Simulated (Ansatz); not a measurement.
Theory: DFT r2SCAN, scalar-relativistic, plane waves, PAW in Ansatz 0.2.0.

Structure of SiNi:

```
Si Ni
1.0
     2.98625    0.00000    0.00000
     0.00000    3.25078    0.00000
     0.00000    0.00000    4.66770
Si Ni
2 2
Direct
  0.50000 0.50000 0.84365
  0.00000 0.00000 0.15635
  0.50000 0.50000 0.34321
  0.00000 0.00000 0.65679
```

Cutoff 500 eV; k points 14×12×10 on the computed 4-atom cell (Γ-centred); Gaussian smearing, width 0.10 eV; no spin polarisation.

Levels along Γ–X–S–Y–Γ–Z–U–R–T–Z | X–U | Y–T | S–R, in eV from the Fermi level, sorted by energy at each point. Points in fractions of the primitive reciprocal vectors: Γ (0.000 0.000 0.000), X (0.500 0.000 0.000), S (0.500 0.500 0.000), Y (0.000 0.500 0.000), Z (0.000 0.000 0.500), U (0.500 0.000 0.500), R (0.500 0.500 0.500), T (0.000 0.500 0.500).
```csv
point,"k (1/Å, with 2π)",band 19,band 20,band 21,band 22,band 23,band 24,band 25
Γ,0.000,-2.48,-2.09,-2.04,-1.24,0.93,3.30,5.57
-,0.150,-2.44,-2.31,-2.11,-0.92,0.36,3.37,5.79
-,0.301,-2.49,-2.37,-2.14,-0.55,-0.34,3.55,5.69
-,0.451,-2.44,-2.40,-2.08,-1.12,0.33,3.82,4.44
-,0.601,-2.60,-2.37,-1.98,-1.39,1.07,3.35,3.70
-,0.751,-2.73,-2.41,-1.89,-1.55,1.87,2.52,2.79
-,0.902,-2.77,-2.52,-1.83,-1.70,2.01,2.13,2.75
X,1.052,-2.68,-2.68,-1.80,-1.80,1.87,1.87,3.72
-,1.190,-2.58,-2.58,-1.80,-1.80,1.85,1.85,3.11
-,1.328,-2.31,-2.31,-1.80,-1.80,1.59,1.59,2.34
-,1.466,-2.02,-2.02,-1.81,-1.81,0.92,0.92,2.23
-,1.604,-1.87,-1.87,-1.83,-1.83,0.56,0.56,2.32
-,1.742,-2.00,-2.00,-1.77,-1.77,0.72,0.72,2.45
-,1.880,-2.14,-2.14,-1.76,-1.76,1.22,1.22,2.40
S,2.018,-2.20,-2.20,-1.76,-1.76,1.68,1.68,2.09
-,2.169,-2.21,-2.21,-1.72,-1.72,1.24,1.24,2.24
-,2.319,-2.23,-2.23,-1.64,-1.64,0.81,0.81,2.06
-,2.469,-2.27,-2.27,-1.62,-1.62,0.81,0.81,1.83
-,2.620,-2.30,-2.30,-1.79,-1.79,1.34,1.34,1.78
-,2.770,-2.33,-2.33,-2.04,-2.04,1.44,1.44,2.76
-,2.920,-2.36,-2.36,-2.23,-2.23,1.40,1.40,4.15
Y,3.071,-2.38,-2.38,-2.29,-2.29,1.38,1.38,5.03
-,3.208,-2.47,-2.31,-2.27,-2.22,1.51,1.53,4.16
-,3.347,-2.54,-2.26,-2.24,-2.07,1.90,2.01,3.36
-,3.485,-2.56,-2.26,-2.23,-1.94,2.53,2.62,2.79
-,3.623,-2.47,-2.29,-2.22,-1.84,1.97,3.37,3.78
-,3.761,-2.36,-2.29,-2.17,-1.70,1.44,4.35,4.53
-,3.899,-2.44,-2.12,-2.11,-1.44,1.07,3.83,5.27
Γ,4.037,-2.48,-2.09,-2.04,-1.24,0.93,3.30,5.57
-,4.133,-2.50,-2.05,-1.99,-1.15,0.99,3.29,5.49
-,4.229,-2.56,-2.05,-1.66,-0.90,1.18,3.24,4.96
-,4.325,-2.63,-2.06,-1.06,-0.53,1.46,3.17,4.32
-,4.421,-2.71,-2.08,-0.25,-0.09,1.82,3.09,3.64
-,4.518,-2.78,-2.09,0.41,0.69,2.23,2.97,3.02
-,4.614,-2.83,-2.10,0.93,1.66,2.34,2.61,2.98
Z,4.710,-2.85,-2.10,1.29,1.95,2.24,2.79,2.96
-,4.860,-2.84,-2.16,1.32,1.53,2.14,2.76,3.07
-,5.011,-2.66,-2.28,0.31,1.43,2.13,2.69,3.12
-,5.161,-2.47,-2.36,-0.67,0.79,1.63,3.48,3.51
-,5.311,-2.37,-2.32,-1.31,-0.33,1.96,3.95,4.44
-,5.461,-2.34,-2.27,-1.64,-1.07,2.45,4.54,5.03
-,5.612,-2.31,-2.30,-1.69,-1.44,3.11,5.00,5.26
U,5.762,-2.28,-2.28,-1.61,-1.61,3.97,3.97,5.74
-,5.900,-2.18,-2.18,-1.61,-1.61,3.17,3.17,5.60
-,6.038,-2.02,-2.02,-1.60,-1.60,1.97,1.97,4.92
-,6.176,-1.90,-1.90,-1.60,-1.60,0.93,0.93,3.89
-,6.314,-1.85,-1.85,-1.61,-1.61,0.20,0.20,2.83
-,6.452,-1.92,-1.92,-1.64,-1.64,-0.20,-0.20,1.93
-,6.590,-2.09,-2.09,-1.66,-1.66,-0.37,-0.37,1.34
R,6.728,-2.21,-2.21,-1.67,-1.67,-0.41,-0.41,1.14
-,6.879,-2.20,-2.20,-1.62,-1.62,-0.33,-0.33,1.42
-,7.029,-2.17,-2.17,-1.57,-1.57,-0.03,-0.03,2.20
-,7.179,-2.14,-2.14,-1.62,-1.62,0.59,0.59,3.31
-,7.330,-2.13,-2.13,-1.74,-1.74,1.58,1.58,4.52
-,7.480,-2.13,-2.13,-1.88,-1.88,2.91,2.91,5.36
-,7.630,-2.15,-2.15,-2.03,-2.03,4.43,4.43,5.58
T,7.780,-2.13,-2.13,-2.12,-2.12,5.47,5.47,5.60
-,7.918,-2.15,-2.12,-2.09,-2.06,4.72,5.36,5.46
-,8.056,-2.21,-2.13,-1.90,-1.85,4.09,4.83,5.07
-,8.194,-2.31,-2.15,-1.50,-1.43,3.60,4.09,4.79
-,8.333,-2.46,-2.15,-1.01,-0.63,3.23,3.40,4.55
-,8.471,-2.63,-2.14,-0.33,0.41,2.85,2.98,4.31
-,8.609,-2.81,-2.11,0.56,1.44,2.46,2.84,3.87
Z,8.747,-2.85,-2.10,1.29,1.95,2.24,2.79,2.96
X,8.747,-2.68,-2.68,-1.80,-1.80,1.87,1.87,3.72
-,8.843,-2.66,-2.66,-1.78,-1.78,2.01,2.01,3.73
-,8.939,-2.60,-2.60,-1.74,-1.74,2.41,2.41,3.76
-,9.035,-2.51,-2.51,-1.70,-1.70,3.02,3.02,3.81
-,9.131,-2.42,-2.42,-1.66,-1.66,3.79,3.79,3.86
-,9.227,-2.35,-2.35,-1.63,-1.63,3.91,3.91,4.62
-,9.324,-2.30,-2.30,-1.62,-1.62,3.95,3.95,5.38
U,9.420,-2.28,-2.28,-1.61,-1.61,3.97,3.97,5.74
Y,9.420,-2.38,-2.38,-2.29,-2.29,1.38,1.38,5.03
-,9.516,-2.37,-2.37,-2.28,-2.28,1.52,1.52,5.05
-,9.612,-2.33,-2.33,-2.26,-2.26,1.91,1.91,5.10
-,9.708,-2.27,-2.27,-2.23,-2.23,2.53,2.53,5.18
-,9.804,-2.21,-2.21,-2.19,-2.19,3.33,3.33,5.27
-,9.901,-2.16,-2.16,-2.16,-2.16,4.22,4.22,5.37
-,9.997,-2.14,-2.14,-2.13,-2.13,5.12,5.12,5.44
T,10.093,-2.13,-2.13,-2.12,-2.12,5.47,5.47,5.60
S,10.093,-2.20,-2.20,-1.76,-1.76,1.68,1.68,2.09
-,10.189,-2.20,-2.20,-1.75,-1.75,1.62,1.62,1.86
-,10.285,-2.21,-2.21,-1.73,-1.73,1.37,1.37,1.49
-,10.381,-2.21,-2.21,-1.71,-1.71,0.85,0.85,1.36
-,10.477,-2.21,-2.21,-1.70,-1.70,0.37,0.37,1.26
-,10.574,-2.21,-2.21,-1.68,-1.68,-0.04,-0.04,1.19
-,10.670,-2.21,-2.21,-1.68,-1.68,-0.31,-0.31,1.15
R,10.766,-2.21,-2.21,-1.67,-1.67,-0.41,-0.41,1.14
```

A ferromagnetic start lost its moments in a first run, so spin was left out; other magnetic orders weren't tried.

This form isn't the usual stable structure of the compound.

Cost: 1 run of about 3.8 core-minutes, on Arm Neoverse V1 (shared hosts).